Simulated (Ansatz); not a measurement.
# simple cubic against fcc along groups 8 to 10

Computed with DFT, LDA (PW92), plane waves (420 eV) with PAW, scalar-relativistic (Ansatz 0.2.0). The PAW files were generated under PBE, with cores re-solved for the functional.

Each structure is relaxed within its symmetry, in the lowest magnetic state of the tried starts. Differences under about 8 meV lie within the error of the k-point mesh.

```json
{"element": "Fe", "E(simple cubic) − E(fcc) (meV/atom)": "961", "V(simple cubic) (Å³/atom)": "11.85", "V(fcc) (Å³/atom)": "9.60", "state of simple cubic": "ferromagnetic", "state of fcc": "non-magnetic"}
{"element": "Ru", "E(simple cubic) − E(fcc) (meV/atom)": "1105", "V(simple cubic) (Å³/atom)": "14.96", "V(fcc) (Å³/atom)": "13.16", "state of simple cubic": "spin not included", "state of fcc": "spin not included"}
{"element": "Os", "E(simple cubic) − E(fcc) (meV/atom)": "?", "V(simple cubic) (Å³/atom)": "?", "V(fcc) (Å³/atom)": "?", "state of simple cubic": "?", "state of fcc": "?"}
{"element": "Co", "E(simple cubic) − E(fcc) (meV/atom)": "857", "V(simple cubic) (Å³/atom)": "11.47", "V(fcc) (Å³/atom)": "10.07", "state of simple cubic": "ferromagnetic", "state of fcc": "ferromagnetic"}
{"element": "Ir", "E(simple cubic) − E(fcc) (meV/atom)": "1098", "V(simple cubic) (Å³/atom)": "16.16", "V(fcc) (Å³/atom)": "13.84", "state of simple cubic": "spin not included", "state of fcc": "non-magnetic"}
{"element": "Pd", "E(simple cubic) − E(fcc) (meV/atom)": "616", "V(simple cubic) (Å³/atom)": "16.38", "V(fcc) (Å³/atom)": "14.18", "state of simple cubic": "spin not included", "state of fcc": "spin not included"}
{"element": "Pt", "E(simple cubic) − E(fcc) (meV/atom)": "541", "V(simple cubic) (Å³/atom)": "16.98", "V(fcc) (Å³/atom)": "14.77", "state of simple cubic": "spin not included", "state of fcc": "spin not included"}
```

(1) Fill in the row of Os.

Answers

(1) E(simple cubic) − E(fcc) (meV/atom): 1481; V(simple cubic) (Å³/atom): 15.95; V(fcc) (Å³/atom): 13.76; state of simple cubic: spin not included; state of fcc: spin not included.
